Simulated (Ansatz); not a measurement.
**SnO: a stacking-fault curve**

The task, for SnO: slide the crystal rigidly across a (0 1 0) plane.

Program: Ansatz 0.2.0. Level of theory: DFT PBEsol, scalar-relativistic, plane waves, PAW. These are calculated values, not measurements.

### 1 The system as given

The structure is orthorhombic, space group Pmn2_1 (No. 31). Conventional cell: a = 3.355 Å, b = 5.674 Å, c = 4.222 Å, α = 90.00°, β = 90.00°, γ = 90.00°. Sn (site symmetry m) is surrounded by 3 O at 2.15 to 2.16 Å. O (site symmetry m) is surrounded by 3 Sn at 2.15 to 2.16 Å.

Coordinates:

```cif
data_structure
_symmetry_space_group_name_H-M 'P 1'
_symmetry_Int_Tables_number 1
_cell_length_a 4.2220
_cell_length_b 3.3550
_cell_length_c 11.3482
_cell_angle_alpha 90.000
_cell_angle_beta 90.000
_cell_angle_gamma 90.000
_cell_volume 160.74
loop_
_atom_site_label
_atom_site_type_symbol
_atom_site_fract_x
_atom_site_fract_y
_atom_site_fract_z
_atom_site_occupancy
Sn1 Sn 0.48686 0.00000 0.11595 1
Sn2 Sn 0.48686 0.00000 0.61595 1
Sn3 Sn 0.98686 0.50000 0.38405 1
Sn4 Sn 0.98686 0.50000 0.88405 1
O1 O 0.26314 0.00000 0.44562 1
O2 O 0.26314 0.00000 0.94562 1
O3 O 0.76314 0.50000 0.05437 1
O4 O 0.76314 0.50000 0.55437 1
```

It goes back to an entry of the Materials Project, which need not be the stable form.

No relaxation comes first: the listed cell is the starting point.

### 2 The undisturbed cell

File input.yaml:

```yaml
crystal:
  lattice:
    - [0.0, 0.0, -4.22197]
    - [-3.355005, 0.0, 0.0]
    - [0.0, 11.348208, 0.0]
  atoms:
    - { symbol: Sn, position: [0.486856, 0.0, 0.1159545] }
    - { symbol: Sn, position: [0.486856, 0.0, 0.6159545] }
    - { symbol: Sn, position: [0.986856, 0.5, 0.3840455] }
    - { symbol: Sn, position: [0.986856, 0.5, 0.8840455] }
    - { symbol: O, position: [0.263143, 0.0, 0.445625] }
    - { symbol: O, position: [0.263143, 0.0, 0.945625] }
    - { symbol: O, position: [0.763143, 0.5, 0.054375] }
    - { symbol: O, position: [0.763143, 0.5, 0.554375] }
basis:
  ecutwfc: 420
kpoints:
  mp_grid: { grid: [6, 8, 3] }
hamiltonian:
  xc: pbesol
scf:
  occupations: { method: gaussian, width: 0.05 }
output:
  forces: true
  stress: true
  eigenvalues: true
```

The run is started by

```
> ansatz run input.yaml --threads 2 --pin off --max-ram 5120MiB --backend cpu --events-out ev --progress --plain --runs-dir out
```

### 3 Next: a stacking-fault curve

The cut lies on the cell's a–b face, a (0 1 0) plane of area 14.16 Å², between layers 3.04 Å apart (Sn below, Sn above); the cell is 11.3 Å thick. Vector c is tilted by f times 0·a + 1·b (length 3.355 Å) with the atoms' Cartesian places fixed: one unrelaxed fault per cell.

### 4 f = 0.200

File input.yaml:

```yaml
crystal:
  lattice:
    - [0.0, 0.0, -4.22197]
    - [-3.355005, 0.0, 0.0]
    - [-0.671001, 11.348208, 0.0]
  atoms:
    - { symbol: Sn, position: [0.486856, -0.1731909, 0.8659545] }
    - { symbol: Sn, position: [0.486856, -0.0731909, 0.3659545] }
    - { symbol: Sn, position: [0.986856, 0.4731909, 0.1340455] }
    - { symbol: Sn, position: [0.986856, 0.3731909, 0.6340455] }
    - { symbol: O, position: [0.263143, -0.039125, 0.195625] }
    - { symbol: O, position: [0.263143, -0.139125, 0.695625] }
    - { symbol: O, position: [0.763143, 0.339125, 0.804375] }
    - { symbol: O, position: [0.763143, 0.439125, 0.304375] }
basis:
  ecutwfc: 420
kpoints:
  mp_grid: { grid: [6, 8, 3] }
hamiltonian:
  xc: pbesol
scf:
  occupations: { method: gaussian, width: 0.05 }
output:
  forces: true
  stress: true
  eigenvalues: true
```

### 5 At f = 0.400

File input.yaml:

```yaml
crystal:
  lattice:
    - [0.0, 0.0, -4.22197]
    - [-3.355005, 0.0, 0.0]
    - [-1.342002, 11.348208, 0.0]
  atoms:
    - { symbol: Sn, position: [0.486856, -0.3463818, 0.8659545] }
    - { symbol: Sn, position: [0.486856, -0.1463818, 0.3659545] }
    - { symbol: Sn, position: [0.986856, 0.4463818, 0.1340455] }
    - { symbol: Sn, position: [0.986856, 0.2463818, 0.6340455] }
    - { symbol: O, position: [0.263143, -0.07825, 0.195625] }
    - { symbol: O, position: [0.263143, -0.27825, 0.695625] }
    - { symbol: O, position: [0.763143, 0.17825, 0.804375] }
    - { symbol: O, position: [0.763143, 0.37825, 0.304375] }
basis:
  ecutwfc: 420
kpoints:
  mp_grid: { grid: [6, 8, 3] }
hamiltonian:
  xc: pbesol
scf:
  occupations: { method: gaussian, width: 0.05 }
output:
  forces: true
  stress: true
  eigenvalues: true
```

### 6 At f = 0.100

File input.yaml:

```yaml
crystal:
  lattice:
    - [0.0, 0.0, -4.22197]
    - [-3.355005, 0.0, 0.0]
    - [-0.3355005, 11.348208, 0.0]
  atoms:
    - { symbol: Sn, position: [0.486856, -0.08659545, 0.8659545] }
    - { symbol: Sn, position: [0.486856, -0.03659545, 0.3659545] }
    - { symbol: Sn, position: [0.986856, 0.48659545, 0.1340455] }
    - { symbol: Sn, position: [0.986856, 0.43659545, 0.6340455] }
    - { symbol: O, position: [0.263143, -0.0195625, 0.195625] }
    - { symbol: O, position: [0.263143, -0.0695625, 0.695625] }
    - { symbol: O, position: [0.763143, 0.4195625, 0.804375] }
    - { symbol: O, position: [0.763143, 0.4695625, 0.304375] }
basis:
  ecutwfc: 420
kpoints:
  mp_grid: { grid: [6, 8, 3] }
hamiltonian:
  xc: pbesol
scf:
  occupations: { method: gaussian, width: 0.05 }
output:
  forces: true
  stress: true
  eigenvalues: true
```

### 7 Point f = 0.300

File input.yaml:

```yaml
crystal:
  lattice:
    - [0.0, 0.0, -4.22197]
    - [-3.355005, 0.0, 0.0]
    - [-1.0065015, 11.348208, 0.0]
  atoms:
    - { symbol: Sn, position: [0.486856, -0.25978635, 0.8659545] }
    - { symbol: Sn, position: [0.486856, -0.10978635, 0.3659545] }
    - { symbol: Sn, position: [0.986856, 0.45978635, 0.1340455] }
    - { symbol: Sn, position: [0.986856, 0.30978635, 0.6340455] }
    - { symbol: O, position: [0.263143, -0.0586875, 0.195625] }
    - { symbol: O, position: [0.263143, -0.2086875, 0.695625] }
    - { symbol: O, position: [0.763143, 0.2586875, 0.804375] }
    - { symbol: O, position: [0.763143, 0.4086875, 0.304375] }
basis:
  ecutwfc: 420
kpoints:
  mp_grid: { grid: [6, 8, 3] }
hamiltonian:
  xc: pbesol
scf:
  occupations: { method: gaussian, width: 0.05 }
output:
  forces: true
  stress: true
  eigenvalues: true
```

### 8 Point f = 0.500

File input.yaml:

```yaml
crystal:
  lattice:
    - [0.0, 0.0, -4.22197]
    - [-3.355005, 0.0, 0.0]
    - [-1.6775025, 11.348208, 0.0]
  atoms:
    - { symbol: Sn, position: [0.486856, -0.43297725, 0.8659545] }
    - { symbol: Sn, position: [0.486856, -0.18297725, 0.3659545] }
    - { symbol: Sn, position: [0.986856, 0.43297725, 0.1340455] }
    - { symbol: Sn, position: [0.986856, 0.18297725, 0.6340455] }
    - { symbol: O, position: [0.263143, -0.0978125, 0.195625] }
    - { symbol: O, position: [0.263143, -0.3478125, 0.695625] }
    - { symbol: O, position: [0.763143, 0.0978125, 0.804375] }
    - { symbol: O, position: [0.763143, 0.3478125, 0.304375] }
basis:
  ecutwfc: 420
kpoints:
  mp_grid: { grid: [6, 8, 3] }
hamiltonian:
  xc: pbesol
scf:
  occupations: { method: gaussian, width: 0.05 }
output:
  forces: true
  stress: true
  eigenvalues: true
```

(Steps that only read results are left out.)

What does the calculation give? Wanted: largest shear traction sampled.

The runs gave:

| quantity | value |
| --- | --- |
| highest fault energy sampled | 37 mJ/m² at f = 0.500 |
| largest shear traction sampled | 0.4 GPa |

What this shows: Of the points run, the one at f = 0.500 is highest, 37 mJ/m². Nothing is relaxed, so these energies are upper bounds; letting the layers move apart would lower them. The gap on the mesh stays between 0.90 and 1.35 eV. Where a structure here is layered, its layers are held mostly by dispersion, which this level lacks, so their spacing and the stiffness across them are unreliable there.

Spin-orbit coupling is left out, though the cell holds Sn; it can move the gap.
